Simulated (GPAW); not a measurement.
Runs of GPAW 26.7.0 on BaO. It takes space group Fm-3m (No. 225, cubic). Conventional cell: a = 5.523 Å, b = 5.523 Å, c = 5.523 Å, α = 90.00°, β = 90.00°, γ = 90.00°. Ba (site symmetry m-3m) is surrounded by 6 O at 2.76 Å. O (site symmetry m-3m) is surrounded by 6 Ba at 2.76 Å. The cell was built by a generator and isn't the measured one.

| task | level | potentials or basis | k mesh for the DOS | dos width | band path | band points | gap on the mesh (eV) | pressure (GPa) |
| --- | --- | --- | --- | --- | --- | --- | --- | --- |
| single point | TB-mBJ | GPAW PAW data sets for LDA (gpaw-data 1.2.1), pw | - | - | - | - | 3.31 | - |
| density of states | PBE | GPAW PAW data sets (gpaw-data 1.2.1), pw | 12 × 12 × 12 | 0.1 eV | - | - | 1.97 | 1.1 |
| band structure | LDA | the program's PAW data sets (release 1.2.1) made for this functional, pw | - | - | GXWKGLUWLK,UX | 80 | (a) | -4.8 |
| band structure | GLLB-SC | the program's PAW data sets (release 1.2.1) made for this functional, pw | - | - | GXWKGLUWLK,UX | 80 | 4.55 | - |
| band structure | PBE | GPAW PAW data sets (gpaw-data 1.2.1), pw | - | - | GXWKGLUWLK,UX | 60 | 1.97 | 1.1 |

Alike in all rows: no spin polarisation; cell as given; k mesh 8 × 8 × 8; cutoff (eV) 600; smearing fermi-dirac 0.05 eV.

**Question.** Estimate the missing entries.

**Answer.** (a) 1.83.

Caveats: spin-orbit coupling is left out, which moves the levels of the heavy elements; the cutoff is short for stress and forces, so pressures can be off by a GPa or more (some runs); a model potential gives levels but no total energy (some runs); the PAW data sets were made with another functional, which shifts forces and pressure a little (some runs); the GLLB-SC gap is the Kohn-Sham gap of the path plus the derivative discontinuity (some runs).

A k mesh can miss the band edges, and the runs leave out spin-orbit coupling on Ba.
